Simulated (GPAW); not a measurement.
ZnS (Wurtzite-2H):

```
CELL_PARAMETERS angstrom
3.81100 0.00000 0.00000
-1.90550 3.30042 0.00000
0.00000 0.00000 6.23400
ATOMIC_POSITIONS crystal
Zn 0.66667 0.33333 0.50000
Zn 0.33333 0.66667 0.00000
S 0.66667 0.33333 0.88500
S 0.33333 0.66667 0.38500
```

```yaml
Program: GPAW 26.7.0
Task: single point
Functional: PBE
Potentials_or_basis: GPAW PAW data sets (gpaw-data 1.2.1)
Cutoff: 600 eV
Basis: pw
k_mesh: 8 × 8 × 5
Occupations: fermi-dirac, width 0.05 eV
Spin: no spin polarisation
```

On this cell: pressure 2.4 GPa; largest force 0.328 eV/Å; band gap on the k mesh 2.24 eV, direct.

The same run follows on a disturbed copy (atoms moved at random, drawn with an rms of 0.05 Å):

```xyz
4
Lattice="3.8110 0.0000 0.0000 -1.9055 3.3004 0.0000 0.0000 0.0000 6.2340" Properties=species:S:1:pos:R:3 pbc="T T T"
Zn    1.9079    1.0942    3.1185
Zn   -0.0437    2.2710    0.0349
S     1.9437    1.1309    5.4852
S    -0.0368    2.2000    2.4309
```

What changes?

The energy moves by +7.9 meV/atom; pressure 2.5 GPa; largest force 0.668 eV/Å; band gap on the k mesh 2.19 eV, direct.

Forces on the atoms (eV/Å):
```
Zn  -0.257  0.021  0.336
Zn   0.422 -0.200  0.193
S   -0.477  0.157  0.061
S    0.312  0.022 -0.591
```

Stress tensor (GPa, compression positive):
```
 2.73  1.50  0.20
 1.50  3.35 -0.18
 0.20 -0.18  1.37
```

